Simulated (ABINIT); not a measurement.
Here is an ABINIT 10.8.3 (patched build) calculation.

Contents of run.abi:

```
# Datasets: ground state, then fixed potential
ndtset 2

# Pseudopotentials
pp_dirpath "./"
pseudos "Te.LDA_PW-JTH.xml, Sn.LDA_PW-JTH_sp.xml"

# Structure
acell 4.455974803 4.455974803 4.455974803 Angstrom
rprim
     0.0000000000     0.7071067812     0.7071067812
     0.7071067812     0.0000000000     0.7071067812
     0.7071067812     0.7071067812     0.0000000000
ntypat 2
znucl 52 50
natom 2
typat 1 2
xred
     0.5000000000     0.5000000000     0.5000000000
     0.0000000000     0.0000000000     0.0000000000

# Plane-wave basis
ecut 15.0
pawecutdg 30.0

# Exchange and correlation
ixc 1

# Bands and occupations
occopt 3
tsmear 0.05 eV

# SCF cycle
nstep 100

# Output
iomode 3
prtwf 0
prteig 0
prtebands 0
prtden1 1
prtvha1 1
prtvclmb1 1
prtpot1 1

# Dataset 1
kptopt1 1
ngkpt1 7 7 7
nshiftk1 1
shiftk1 0.0 0.0 0.0
nband1 9
tolvrs1 1.0e-9

# Dataset 2: bands along G-X-W-K-G-L-U-W-L-K
iscf2 -2
getden2 1
nband2 13
nbdbuf2 2
tolwfr2 1.0e-12
kptopt2 -9
ndivsm2 6
prteig2 1
prtvol2 -3
kptbounds2
     0.0000000000     0.0000000000     0.0000000000
     0.5000000000     0.0000000000     0.5000000000
     0.5000000000     0.2500000000     0.7500000000
     0.3750000000     0.3750000000     0.7500000000
     0.0000000000     0.0000000000     0.0000000000
     0.5000000000     0.5000000000     0.5000000000
     0.6250000000     0.2500000000     0.6250000000
     0.5000000000     0.2500000000     0.7500000000
     0.5000000000     0.5000000000     0.5000000000
     0.3750000000     0.3750000000     0.7500000000
```

Potentials or basis: JTH PAW LDA v2.0 sp.

Command:

```bash
$ abinit run.abi > log 2>&1
```

Task: Estimate the band gap along the path.

Result: 0.11 eV, indirect (least direct gap 0.13 eV).

Task: Estimate the pressure.

Result: -1.6 GPa.

Levels at the corners of the path, in eV from the Fermi level:
```
point  band 1  band 2  band 3  band 4  band 5  band 6  band 7  band 8  band 9  band 10
    Γ  -12.87   -4.87   -2.12   -2.12   -2.12    3.37    3.37    3.37    4.84     4.84
    X  -11.34   -6.62   -5.58   -3.73   -3.73    2.17    4.90    4.90    6.27     9.38
    W  -11.24   -7.48   -4.83   -4.83   -0.85    0.79    4.66    4.66    6.08     6.08
    K  -11.29   -7.53   -5.18   -3.24   -2.76    2.99    3.05    4.24    5.50     8.25
    Γ  -12.87   -4.87   -2.12   -2.12   -2.12    3.37    3.37    3.37    4.84     4.84
    L  -11.60   -8.41   -1.80   -1.80   -0.08    0.05    0.31    0.31    7.83     8.91
    U  -11.29   -7.53   -5.18   -3.24   -2.76    2.99    3.05    4.24    5.50     8.25
    W  -11.24   -7.48   -4.83   -4.83   -0.85    0.79    4.66    4.66    6.08     6.08
    L  -11.60   -8.41   -1.80   -1.80   -0.08    0.05    0.31    0.31    7.83     8.91
    K  -11.29   -7.53   -5.18   -3.24   -2.76    2.99    3.05    4.24    5.50     8.25
```

Caveat: this odd mesh misses L, where the gap lies, so gap, dielectric constants and Born charges aren't listed; spin-orbit coupling is left out, which moves the levels of the heavy elements; this set keeps more shells in the core, which shifts pressures and gaps.

**Measured values to compare with.**

From a printed reference work, textbook, for a bulk crystal of SnTe at 300 K: band gap 0.18 eV (direct).

Against the measured gap of SnTe, 0.18 eV (direct; 300 K; a printed reference work, textbook), the calculated 0.11 eV is off by -0.07 eV. Spin-orbit coupling on Sn, Te is left out. The value is that of LDA-Teter, without temperature or zero-point motion. Semilocal functionals fall short of measured gaps as a rule.
